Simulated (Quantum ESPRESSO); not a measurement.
# SiO2 (Imma) in Quantum ESPRESSO: a series of runs

One crystal, SiO2, is run at these levels: PBE; tasks: single point, equation of state.

All numbers are computed with Quantum ESPRESSO 7.5; they aren't measurements. Logs are shortened: lines on timing, memory, paths and dates and some standing lists are left out, and cuts for length are marked.

## Step 1: The structure

The structure is orthorhombic, space group Imma (No. 74). Conventional cell: a = 5.247 Å, b = 9.554 Å, c = 8.883 Å, α = 90.00°, β = 90.00°, γ = 90.00°. Around Si (site symmetry m) lie 4 O at 1.60 to 1.61 Å. O (site symmetry 2/m) has 2 Si at 1.60 Å as nearest neighbours. Around O (site symmetry 2) lie 2 Si at 1.61 Å. Around O (site symmetry mm2) lie 2 Si at 1.61 Å.

The cell comes from a database or a generator and needn't be the stable form of this composition.

## Step 2: Single point, PBE, 17.44 Å³/atom

pw.in reads:

```
&CONTROL
  calculation = 'scf'
  prefix = 'pwscf'
  outdir = './tmp'
  pseudo_dir = './pseudo'
  tprnfor = .true.
  tstress = .true.
  disk_io = 'nowf'
/
&SYSTEM
  ibrav = 0
  nat = 12
  ntyp = 2
  ecutwfc = 55
  ecutrho = 440
  nbnd = 43
  occupations = 'smearing'
  smearing = 'fd'
  degauss = 0.00367493
/
&ELECTRONS
  conv_thr = 2.4d-09
  electron_maxstep = 120
  mixing_beta = 0.5
/
ATOMIC_SPECIES
Si    28.0850 Si.pbe-n-rrkjus_psl.1.0.0.UPF
O     15.9990 O.pbe-n-kjpaw_psl.0.1.UPF
CELL_PARAMETERS angstrom
  -2.5697839547    4.6792413783    4.3510028600
   2.5697839547   -4.6792413783    4.3510028600
   2.5697839547    4.6792413783   -4.3510028600
ATOMIC_POSITIONS crystal
Si     0.2603409800    0.8449448900    0.4153960900
Si     0.0704512000    0.1550551100    0.9153960900
Si     0.7396590200    0.1550551100    0.5846039100
Si     0.9295488000    0.8449448900    0.0846039100
O      0.5000000000    0.0000000000    0.5000000000
O      0.0000000000    0.0000000000    0.0000000000
O      0.7931754100    0.0000000000    0.2931754100
O      0.2068245900    0.5000000000    0.2068245900
O      0.2068245900    0.0000000000    0.7068245900
O      0.7931754100    0.5000000000    0.7931754100
O      0.8693111300    0.1193111300    0.7500000000
O      0.1306888700    0.8806888700    0.2500000000
K_POINTS automatic
5 5 5 0 0 0
```

Potentials or basis: SSSP 1.3 efficiency PBE.

On the command line:

```
$ OMP_NUM_THREADS=1 mpirun -n 2 pw.x -nk 2 -in pw.in > pw.out
```

pw.out:

```text
This program is part of the open-source Quantum ESPRESSO suite
     for quantum simulation of materials; please cite
         "P. Giannozzi et al., J. Phys.:Condens. Matter 21 395502 (2009);
         "P. Giannozzi et al., J. Phys.:Condens. Matter 29 465901 (2017);
         "P. Giannozzi et al., J. Chem. Phys. 152 154105 (2020);
     in publications or presentations arising from this work. More details at

     file O.pbe-n-kjpaw_psl.0.1.UPF: wavefunction(s)  2P renormalized
     Message from routine setup:
     using ibrav=0 with symmetry is DISCOURAGED, use correct ibrav instead
[... 6 lines left out ...]
     --------------------
     sticks:   dense  smooth     PW     G-vecs:    dense   smooth      PW
     Sum        5809    2897    837               220221    77665   12143

     Using Slab Decomposition

     bravais-lattice index     =            0
     lattice parameter (alat)  =      13.0145  a.u.
     unit-cell volume          =    1412.2709 (a.u.)^3
     number of atoms/cell      =           12
     number of atomic types    =            2
     number of electrons       =        64.00
     number of Kohn-Sham states=           43
     kinetic-energy cutoff     =      55.0000  Ry
     charge density cutoff     =     440.0000  Ry
     scf convergence threshold =      2.4E-09
     mixing beta               =       0.5000
     number of iterations used =            8  plain     mixing
     Exchange-correlation= SLA  PW   PBX  PBC
                           (   1   4   3   4   0   0   0)

     celldm(1)=  13.014482  celldm(2)=   0.000000  celldm(3)=   0.000000
     celldm(4)=   0.000000  celldm(5)=   0.000000  celldm(6)=   0.000000

     crystal axes: (cart. coord. in units of alat)
               a(1) = (  -0.373137   0.679434   0.631773 )
               a(2) = (   0.373137  -0.679434   0.631773 )
               a(3) = (   0.373137   0.679434  -0.631773 )

     reciprocal axes: (cart. coord. in units 2 pi/alat)
               b(1) = ( -0.000000  0.735906  0.791423 )
               b(2) = (  1.339990 -0.000000  0.791423 )
               b(3) = (  1.339990  0.735906  0.000000 )

     PseudoPot. # 1 for Si read from file:
     Si.pbe-n-rrkjus_psl.1.0.0.UPF
     Pseudo is Ultrasoft + core correction, Zval =  4.0
     Generated using "atomic" code by A. Dal Corso  v.5.1
     Using radial grid of 1141 points,  6 beta functions with:
                l(1) =   0
                l(2) =   0
                l(3) =   1
                l(4) =   1
                l(5) =   2
                l(6) =   2
     Q(r) pseudized with 0 coefficients

     PseudoPot. # 2 for O  read from file:
     O.pbe-n-kjpaw_psl.0.1.UPF
     Pseudo is Projector augmented-wave + core cor, Zval =  6.0
     Generated using "atomic" code by A. Dal Corso  v.5.0.99 svn rev. 10869
     Shape of augmentation charge: BESSEL
     Using radial grid of 1095 points,  4 beta functions with:
                l(1) =   0
                l(2) =   0
                l(3) =   1
                l(4) =   1
     Q(r) pseudized with 0 coefficients

     atomic species   valence    mass     pseudopotential
     Si                4.00    28.08500     Si( 1.00)
     O                 6.00    15.99900     O ( 1.00)

      8 Sym. Ops., with inversion, found ( 4 have fractional translation)

   Cartesian axes

     site n.     atom                  positions (alat units)
         1        Si     tau(   1) = (   0.3731373  -0.1149656   0.4358540  )
         2        Si     tau(   2) = (   0.3731373   0.5644687  -0.4358540  )
         3        Si     tau(   3) = (   0.0000000   0.7943999   0.1959194  )
         4        Si     tau(   4) = (   0.0000000   0.1149656   1.0676275  )
         5        O      tau(   5) = (   0.0000000   0.6794343   0.0000000  )
         6        O      tau(   6) = (   0.0000000   0.0000000   0.0000000  )
         7        O      tau(   7) = (  -0.1865686   0.7381040   0.3158867  )
         8        O      tau(   8) = (   0.1865686  -0.0586697   0.3158867  )
         9        O      tau(   9) = (   0.1865686   0.6207646  -0.3158867  )
        10        O      tau(  10) = (   0.1865686   0.7381040   0.3158867  )
        11        O      tau(  11) = (  -0.0000000   1.0191514   0.1507552  )
        12        O      tau(  12) = (   0.3731373  -0.3397171   0.4810182  )

     number of k points=    27  Fermi-Dirac smearing, width (Ry)=  0.0037
                       cart. coord. in units 2pi/alat
        k(    1) = (   0.0000000   0.0000000   0.0000000), wk =   0.0160000
        k(    2) = (   0.2679979   0.1471813   0.0000000), wk =   0.0640000
        k(    3) = (   0.5359958   0.2943625   0.0000000), wk =   0.0640000
        k(    4) = (   0.2679979  -0.0000000   0.1582846), wk =   0.0640000
        k(    5) = (   0.5359958   0.1471813   0.1582846), wk =   0.1280000
        k(    6) = (   0.8039937   0.2943625   0.1582846), wk =   0.1280000
[... 19 lines left out ...]
[... 57 lines left out ...]
    10.5597  10.5763  11.0332

          k =-0.0000 0.4415-0.1583 (  9730 PWs)   bands (ev):

   -19.7645 -19.2652 -18.7734 -17.9208 -17.7539 -17.7482 -17.7181 -17.7156
    -9.8857  -8.3523  -7.4893  -6.3234  -6.1007  -5.7908  -5.6422  -5.4578
    -3.6280  -3.5044  -3.0663  -2.8647  -2.6755  -2.3737  -2.2446  -2.2106
    -2.0752  -1.8417  -1.7136  -1.3709  -0.7262  -0.5758  -0.3827  -0.1458
     6.4864   7.4314   8.6064   9.1876   9.3880   9.6470   9.8103   9.9020
    10.5283  11.0131  11.0705

          k =-1.0720-0.1472-0.1583 (  9722 PWs)   bands (ev):

   -19.5843 -19.2940 -18.9497 -17.9476 -17.7575 -17.7438 -17.7208 -17.7195
    -9.8283  -8.0319  -7.3085  -6.7184  -6.1000  -5.7648  -5.5137  -5.5057
    -3.6832  -3.5956  -3.0256  -2.9517  -2.6242  -2.4546  -2.2944  -2.1126
    -1.9913  -1.8417  -1.7779  -1.4803  -1.0100  -0.4362  -0.4232  -0.3298
     7.3000   7.4873   8.6361   8.7806   9.3637   9.5281   9.7503   9.9339
    10.6937  10.7288  11.1684

          k =-0.8040 0.0000-0.1583 (  9724 PWs)   bands (ev):

   -19.4051 -19.1300 -19.1192 -18.2370 -17.7690 -17.7295 -17.7284 -17.7167
    -9.3536  -7.8452  -7.4141  -6.9350  -6.0671  -5.7587  -5.5809  -5.4028
    -3.8082  -3.6509  -3.0593  -2.8740  -2.8245  -2.3052  -2.1484  -2.0854
    -2.0524  -1.9425  -1.5679  -1.4961  -1.3507  -0.8458  -0.6902  -0.2853
     7.9477   8.0747   8.3528   8.7582   9.4849   9.5704   9.6261  10.4820
    10.7090  10.7481  11.1194
[... 21 lines left out ...]
   -19.3248 -19.3178 -19.0024 -18.2472 -17.7636 -17.7368 -17.7253 -17.7175
    -9.3324  -7.9464  -7.1695  -7.1304  -6.0369  -5.7959  -5.5217  -5.4279
    -3.8000  -3.6499  -3.0557  -2.8661  -2.7887  -2.3643  -2.1269  -2.0676
    -2.0599  -1.8932  -1.6521  -1.4825  -1.3859  -0.8419  -0.6340  -0.3225
     7.8049   7.9898   8.9021   8.9609   9.0518   9.4741   9.8071  10.3184
    10.7215  10.8985  11.0859

          k =-0.5360 0.0000 0.0000 (  9699 PWs)   bands (ev):

   -19.6398 -18.8527 -18.8232 -18.5900 -17.7766 -17.7349 -17.7208 -17.7164
    -8.7586  -8.3816  -7.9457  -6.4394  -6.0312  -5.7991  -5.7555  -5.2766
    -3.7703  -3.6400  -3.0954  -2.9357  -2.7426  -2.2671  -2.1197  -2.0596
    -1.8963  -1.8136  -1.5794  -1.5414  -1.3147  -0.9814  -0.8701  -0.3354
     6.7746   8.4447   9.4086   9.4103   9.7195   9.7970   9.8440  10.1618
    10.1631  10.9636  11.0835

          k = 0.0000-0.0000 0.6331 (  9726 PWs)   bands (ev):

   -19.6056 -19.4299 -18.8875 -17.7710 -17.7520 -17.7512 -17.7272 -17.7127
   -10.1139  -8.1467  -7.0433  -6.7847  -6.1580  -5.6967  -5.5518  -5.5168
    -3.6031  -3.5011  -3.1220  -3.0286  -2.6226  -2.3849  -2.2710  -2.1511
    -1.9916  -1.9294  -1.7635  -1.5180  -0.6813  -0.3885  -0.2959  -0.1785
     7.1569   7.5634   7.9336   8.5223   9.1931   9.4235   9.5422  10.4565
    10.4874  11.1646  11.1839

          k =-0.0000 0.5887 0.0000 (  9717 PWs)   bands (ev):

   -19.6494 -19.3419 -18.9434 -17.7655 -17.7546 -17.7515 -17.7171 -17.7123
   -10.1424  -7.9845  -7.3211  -6.6153  -6.1928  -5.7620  -5.5127  -5.4754
    -3.5784  -3.5022  -3.1649  -3.0284  -2.6088  -2.4055  -2.2366  -2.1595
    -2.0667  -1.9178  -1.7655  -1.4596  -0.7074  -0.3933  -0.3308  -0.1018
     6.9709   7.8898   7.9331   8.4249   9.1979   9.4473   9.5070  10.1523
    10.8011  10.8273  11.4565

          k =-1.0720-0.0000 0.0000 (  9738 PWs)   bands (ev):

   -19.4495 -19.3736 -19.0758 -17.8594 -17.7615 -17.7442 -17.7217 -17.7198
    -9.9696  -7.6926  -7.1779  -7.0587  -6.1497  -5.7491  -5.4864  -5.4697
    -3.6950  -3.5895  -3.0533  -3.0143  -2.5296  -2.4542  -2.3399  -2.1245
    -1.9770  -1.8576  -1.8232  -1.5257  -1.0142  -0.4169  -0.3436  -0.2889
     7.6608   8.0402   8.1052   8.2117   9.2970   9.4365   9.6731   9.7929
    10.8530  10.8688  10.9504

     the Fermi energy is     3.8562 ev

!    total energy              =    -380.24837185 Ry
     estimated scf accuracy    <          7.3E-11 Ry
     smearing contrib. (-TS)   =      -0.00000000 Ry
     internal energy E=F+TS    =    -380.24837185 Ry

     The total energy is F=E-TS. E is the sum of the following terms:
     one-electron contribution =    -290.27598484 Ry
     hartree contribution      =     173.56667611 Ry
     xc contribution           =     -86.50635983 Ry
     ewald contribution        =    -101.09531148 Ry
     one-center paw contrib.   =     -75.93739181 Ry

     convergence has been achieved in  12 iterations

     Forces acting on atoms (cartesian axes, Ry/au):

     atom    1 type  1   force =     0.00000000    0.00047742   -0.00122060
     atom    2 type  1   force =     0.00000000    0.00047742    0.00122060
     atom    3 type  1   force =    -0.00000000   -0.00047742    0.00122060
     atom    4 type  1   force =    -0.00000000   -0.00047742   -0.00122060
     atom    5 type  2   force =    -0.00000000    0.00000000    0.00000000
     atom    6 type  2   force =     0.00000000    0.00000000    0.00000000
     atom    7 type  2   force =    -0.00000000   -0.03589234   -0.00000000
     atom    8 type  2   force =     0.00000000    0.03589234    0.00000000
     atom    9 type  2   force =     0.00000000    0.03589234    0.00000000
     atom   10 type  2   force =     0.00000000   -0.03589234    0.00000000
     atom   11 type  2   force =     0.00000000    0.00000000   -0.02839128
     atom   12 type  2   force =    -0.00000000   -0.00000000    0.02839128

     Total force =     0.082292     Total SCF correction =     0.000012

     Computing stress (Cartesian axis) and pressure

          total   stress  (Ry/bohr**3)                   (kbar)     P=      138.47
   0.00094353  -0.00000000  -0.00000000          138.80       -0.00       -0.00
  -0.00000000   0.00092309  -0.00000000           -0.00      135.79       -0.00
  -0.00000000  -0.00000000   0.00095727           -0.00       -0.00      140.82

=------------------------------------------------------------------------------=
   JOB DONE.
=------------------------------------------------------------------------------=
```

It took 3.3 min on 2 MPI ranks of Arm Neoverse V1, shared host; peak memory 1.2 GiB.

Results:

```
Free energy            : -5173.5427 eV
Pressure               : 13.8 GPa
Largest force          : 0.923 eV/Å
Band gap on the k mesh : 5.61 eV, direct
```

Caveat: an odd mesh through Γ misses points on the zone boundary, where band edges often lie.

## Step 3: Single point, PBE, 17.81 Å³/atom

Changes to pw.in since step 2:

```diff
@@ -29,5 +29,5 @@
 CELL_PARAMETERS angstrom
-  -2.5697839547    4.6792413783    4.3510028600
-   2.5697839547   -4.6792413783    4.3510028600
-   2.5697839547    4.6792413783   -4.3510028600
+  -2.5878816211    4.7121948681    4.3816447348
+   2.5878816211   -4.7121948681    4.3816447348
+   2.5878816211    4.7121948681   -4.3816447348
 ATOMIC_POSITIONS crystal
```

Potentials or basis: SSSP 1.3 efficiency PBE.

On the command line:

```
$ OMP_NUM_THREADS=1 mpirun -n 2 pw.x -nk 2 -in pw.in > pw.out
```

Run time: 3.3 min. Hardware: 2 MPI ranks of Arm Neoverse V1, shared host; peak memory 1.2 GiB.

The run converged. Its results:

```
Free energy            : -5173.8793 eV
Pressure               : 10.1 GPa
Largest force          : 0.706 eV/Å
Band gap on the k mesh : 5.57 eV, direct
```

Caveat: an odd mesh through Γ misses points on the zone boundary, where band edges often lie.

## Step 4: Single point, PBE, 18.18 Å³/atom

Changes to pw.in since step 3:

```diff
@@ -29,5 +29,5 @@
 CELL_PARAMETERS angstrom
-  -2.5878816211    4.7121948681    4.3816447348
-   2.5878816211   -4.7121948681    4.3816447348
-   2.5878816211    4.7121948681   -4.3816447348
+  -2.6057296445    4.7446937907    4.4118639293
+   2.6057296445   -4.7446937907    4.4118639293
+   2.6057296445    4.7446937907   -4.4118639293
 ATOMIC_POSITIONS crystal
```

On the command line:

```
$ OMP_NUM_THREADS=1 mpirun -n 2 pw.x -nk 2 -in pw.in > pw.out
```

It took 3.4 min on 2 MPI ranks of Arm Neoverse V1, shared host; peak memory 1.2 GiB.

Results (log left out):

```yaml
Free_energy: -5174.1177 eV
Pressure: 6.8 GPa
Largest_force: 0.507 eV/Å
Band_gap_on_the_k_mesh: 5.53 eV, direct
```

Caveat: an odd mesh through Γ misses points on the zone boundary, where band edges often lie.

## Step 5: Single point, PBE, 18.55 Å³/atom

Changes to pw.in since step 4:

```diff
@@ -29,5 +29,5 @@
 CELL_PARAMETERS angstrom
-  -2.6057296445    4.7446937907    4.4118639293
-   2.6057296445   -4.7446937907    4.4118639293
-   2.6057296445    4.7446937907   -4.4118639293
+  -2.6233364600    4.7767535050    4.4416747250
+   2.6233364600   -4.7767535050    4.4416747250
+   2.6233364600    4.7767535050   -4.4416747250
 ATOMIC_POSITIONS crystal
```

On the command line:

```
$ OMP_NUM_THREADS=1 mpirun -n 2 pw.x -nk 2 -in pw.in > pw.out
```

Run time: 3.2 min. Hardware: 2 MPI ranks of Arm Neoverse V1, shared host; peak memory 1.2 GiB.

Results (log left out):

```yaml
Free_energy: -5174.2672 eV
Pressure: 3.7 GPa
Largest_force: 0.325 eV/Å
Band_gap_on_the_k_mesh: 5.48 eV, direct
```

Caveat: an odd mesh through Γ misses points on the zone boundary, where band edges often lie.

## Step 6: Single point, PBE, 18.92 Å³/atom

Changes to pw.in since step 5:

```diff
@@ -29,5 +29,5 @@
 CELL_PARAMETERS angstrom
-  -2.6233364600    4.7767535050    4.4416747250
-   2.6233364600   -4.7767535050    4.4416747250
-   2.6233364600    4.7767535050   -4.4416747250
+  -2.6407100555    4.8083885561    4.4710906467
+   2.6407100555   -4.8083885561    4.4710906467
+   2.6407100555    4.8083885561   -4.4710906467
 ATOMIC_POSITIONS crystal
```

Potentials or basis: SSSP 1.3 efficiency PBE.

On the command line:

```
$ OMP_NUM_THREADS=1 mpirun -n 2 pw.x -nk 2 -in pw.in > pw.out
```

It took 3.2 min on 2 MPI ranks of Arm Neoverse V1, shared host; peak memory 1.3 GiB.

The run converged. Its results:

| Item | Value |
| --- | --- |
| Free energy | -5174.3359 eV |
| Pressure | 1.0 GPa |
| Largest force | 0.157 eV/Å |
| Band gap on the k mesh | 5.41 eV, direct |

Caveat: an odd mesh through Γ misses points on the zone boundary, where band edges often lie.

## Step 7: Single point, PBE, 19.30 Å³/atom

Changes to pw.in since step 6:

```diff
@@ -29,5 +29,5 @@
 CELL_PARAMETERS angstrom
-  -2.6407100555    4.8083885561    4.4710906467
-   2.6407100555   -4.8083885561    4.4710906467
-   2.6407100555    4.8083885561   -4.4710906467
+  -2.6578580038    4.8396127333    4.5001245163
+   2.6578580038   -4.8396127333    4.5001245163
+   2.6578580038    4.8396127333   -4.5001245163
 ATOMIC_POSITIONS crystal
```

On the command line:

```
$ OMP_NUM_THREADS=1 mpirun -n 2 pw.x -nk 2 -in pw.in > pw.out
```

It took 3.2 min on 2 MPI ranks of Arm Neoverse V1, shared host; peak memory 1.3 GiB.

The run converged. Its results:

* Free energy: -5174.3318 eV
* Pressure: -1.5 GPa
* Largest force: 0.139 eV/Å
* Band gap on the k mesh: 5.33 eV, direct

Caveat: an odd mesh through Γ misses points on the zone boundary, where band edges often lie.

## Step 8: Single point, PBE, 19.67 Å³/atom

Changes to pw.in since step 7:

```diff
@@ -29,5 +29,5 @@
 CELL_PARAMETERS angstrom
-  -2.6578580038    4.8396127333    4.5001245163
-   2.6578580038   -4.8396127333    4.5001245163
-   2.6578580038    4.8396127333   -4.5001245163
+  -2.6747874921    4.8704391232    4.5287885026
+   2.6747874921   -4.8704391232    4.5287885026
+   2.6747874921    4.8704391232   -4.5287885026
 ATOMIC_POSITIONS crystal
```

On the command line:

```
$ OMP_NUM_THREADS=1 mpirun -n 2 pw.x -nk 2 -in pw.in > pw.out
```

It took 3.7 min on 2 MPI ranks of Arm Neoverse V1, shared host; peak memory 1.3 GiB.

It converged, with:

```
Free energy            : -5174.2615 eV
Pressure               : -3.8 GPa
Largest force          : 0.167 eV/Å
Band gap on the k mesh : 5.23 eV, direct
```

Caveat: an odd mesh through Γ misses points on the zone boundary, where band edges often lie.

## Step 9: Equation of state, PBE

Potentials or basis: SSSP 1.3 efficiency PBE.

This step only gathers the single runs of the series.

What came out:

```yaml
Equilibrium_volume: 19.09 Å³/atom
Bulk_modulus_at_fixed_shape_and_positions: 129 GPa
Pressure_derivative_of_the_bulk_modulus: 4.1
```

Energy against volume, from the lowest point:
| volume (Å³/atom) | energy (meV/atom) |
| --- | --- |
| 17.440 | 66.11 |
| 17.811 | 38.05 |
| 18.182 | 18.19 |
| 18.553 | 5.73 |
| 18.924 | 0.00 |
| 19.295 | 0.35 |
| 19.666 | 6.20 |

Caveat: the cell was scaled at fixed shape and fractional positions, which overstates the stiffness of a crystal with free parameters, most of all of layers and chains.

## Step 10: For comparison

An earlier run on the cell as given: functional PBE; potentials or basis SSSP 1.3 efficiency PBE; cutoff 748 eV; density cutoff 5987 eV; k mesh 6 × 6 × 6; occupations fermi-dirac, width 0.05 eV; no spin polarisation.

* Pressure: 3.7 GPa
* Largest force: 0.325 eV/Å
* Band gap on the k mesh: 5.48 eV, direct
